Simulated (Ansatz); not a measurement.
Trial inputs on Ca

The reference input for Ansatz (plane-wave DFT with PAW):

```yaml
crystal:
  lattice:
    - [0.0, 2.7884079385, 2.7884079385]
    - [2.7884079385, 0.0, 2.7884079385]
    - [2.7884079385, 2.7884079385, 0.0]
  atoms:
    - { symbol: Ca, position: [0.0, 0.0, 0.0] }
basis:
  ecutwfc: 420
kpoints:
  mp_grid: { grid: [8, 8, 8] }
hamiltonian:
  xc: pbe
scf:
  occupations: { method: gaussian, width: 0.1 }
output:
  forces: true
  stress: true
  eigenvalues: true
```

Command:

```bash
ansatz run input.yaml --threads 1 --pin off --max-ram 1331MiB --backend cpu --events-out ev --progress --plain --runs-dir out
```

The run converges in 6 SCF iterations on 29 irreducible k-points: pressure -0.47 GPa, no gap.

These settings were drawn at random to show what each does; none of the numbers is a converged property of the crystal. Each trial's input is given as a difference from the reference's; energies are extrapolated to zero smearing where there is one, and pressure is positive in compression.

Trial 1:

```diff
 basis:
-  ecutwfc: 420
+  ecutrho_ratio: 6
 hamiltonian:
+  dispersion: d4
+  pseudopotentials: { kind: nc }
 scf:
+  mixing: { algorithm: broyden, ndim: 1, beta: 1.0, preconditioner: none }
+  initial_density: { chi_scale: 0, normalization: atom }
+  max_iter: 69
```

What does the program give?

The run converges in 6 SCF iterations on 29 irreducible k-points: at 925 eV, the cutoff that these potentials take when none is typed, pressure -1.06 GPa, no gap.

Trial 2:

```diff
 kpoints:
-  mp_grid: { grid: [8, 8, 8] }
+  mp_grid: { grid: [4, 2, 7] }
+  band_path: { path: [[0, 0, 0], [0.5, 0, 0], [0.5, 0.5, 0.5]], npoints: 8 }
 scf:
+  n_extra_bands: 2
+  mixing: { algorithm: anderson, beta: 0.13 }
+  initial_density: { chi_scale: 0, normalization: atom }
+  max_iter: 92
```

What happens?

The run converges in 8 SCF iterations on 30 irreducible k-points: energy 19.3 meV per atom above the reference, pressure -0.61 GPa, no gap. It warns that the mesh lowers the symmetry.

Trial 3 (volume scaled):

```diff
 crystal:
   lattice:
-    - [0.0, 2.7884079385, 2.7884079385]
-    - [2.7884079385, 0.0, 2.7884079385]
-    - [2.7884079385, 2.7884079385, 0.0]
+    - [0.0, 2.7976718203, 2.7976718203]
+    - [2.7976718203, 0.0, 2.7976718203]
+    - [2.7976718203, 2.7976718203, 0.0]
 basis:
-  ecutwfc: 420
+  ecutwfc: 380
 kpoints:
-  mp_grid: { grid: [8, 8, 8] }
+  mp_grid: { grid: [1, 1, 1] }
+  band_path: { path: [[0, 0, 0], [0.5, 0, 0], [0.5, 0.5, 0.5]], npoints: 8 }
 scf:
+  mixing: { algorithm: msr1, ndim: 4 }
+  initial_density: { chi_scale: 0, normalization: atom }
+  max_iter: 40
+  self_checks: high
 output:
+  bader: true
```

What does the program give?

The run converges in 6 SCF iterations on 1 irreducible k-point: energy 4.98 eV per atom below the reference, pressure -7.55 GPa, gap on the sampled k-points 6.04 eV (the reference is a metal, so it comes from the sampling or the changed settings). It warns that the cutoff lies under the recommended one, 420 eV for these potentials.

Trial 4:

```diff
 basis:
-  ecutwfc: 420
+  ecutwfc: "13 Ha"
 kpoints:
-  mp_grid: { grid: [8, 8, 8] }
+  mp_grid: { kspacing: 0.55 }
 hamiltonian:
-  xc: pbe
+  xc: blyp
 scf:
-  occupations: { method: gaussian, width: 0.1 }
+  occupations: { method: tetrahedron }
```

How does this run end?

The run converges in 6 SCF iterations on 8 irreducible k-points: pressure -0.67 GPa, no gap. It warns that the printed bands weren't solved further after the SCF; that the cutoff lies under the recommended one, 420 eV for these potentials; that forces and stress under tetrahedra may miss the energy's slope.

Trial 5 (the one atom moved, which only shifts the crystal as a whole):

```diff
 crystal:
   atoms:
-    - { symbol: Ca, position: [0.0, 0.0, 0.0] }
+    - { symbol: Ca, position: [0.347, 0.292, 0.291] }
 basis:
-  ecutwfc: 420
+  ecutwfc: 300
 hamiltonian:
+  pseudopotentials: { kind: nc }
```

What does the program give?

The run converges in 6 SCF iterations on 29 irreducible k-points: pressure 0.77 GPa (unreliable at so low a cutoff), no gap. It warns that the cutoff lies under the recommended one, 925 eV for these potentials.

Trial 6:

```diff
 kpoints:
-  mp_grid: { grid: [8, 8, 8] }
+  mp_grid: { grid: [4, 6, 2], shift: [0.16, 0.73, 0.05] }
 scf:
+  convergence: { dr2_threshold: "1e-13 eV" }
 output:
+  populations: true
```

How does this run end?

The run converges in 8 SCF iterations on 48 irreducible k-points: energy 22.6 meV per atom above the reference, pressure -0.66 GPa, no gap. It warns that the mesh lowers the symmetry.

Trial 7:

```diff
 basis:
+  ecutrho_ratio: 6
 scf:
-  occupations: { method: gaussian, width: 0.1 }
+  occupations: { method: fermi_dirac, width: "3000 K" }
+  max_iter: 80
+  convergence: { dr2_threshold: "1e-10 eV" }
```

How does this run end?

The run converges in 7 SCF iterations on 29 irreducible k-points: energy 1.08 meV per atom below the reference (the smearing is far too wide for the extrapolation to zero width), pressure -0.32 GPa, no gap.

Trial 8 (volume scaled):

```diff
 crystal:
   lattice:
-    - [0.0, 2.7884079385, 2.7884079385]
-    - [2.7884079385, 0.0, 2.7884079385]
-    - [2.7884079385, 2.7884079385, 0.0]
+    - [0.0, 2.7109914483, 2.7109914483]
+    - [2.7109914483, 0.0, 2.7109914483]
+    - [2.7109914483, 2.7109914483, 0.0]
```

What does the program give?

The run converges in 6 SCF iterations on 29 irreducible k-points: energy 5.07 meV per atom above the reference, pressure 1.06 GPa, no gap.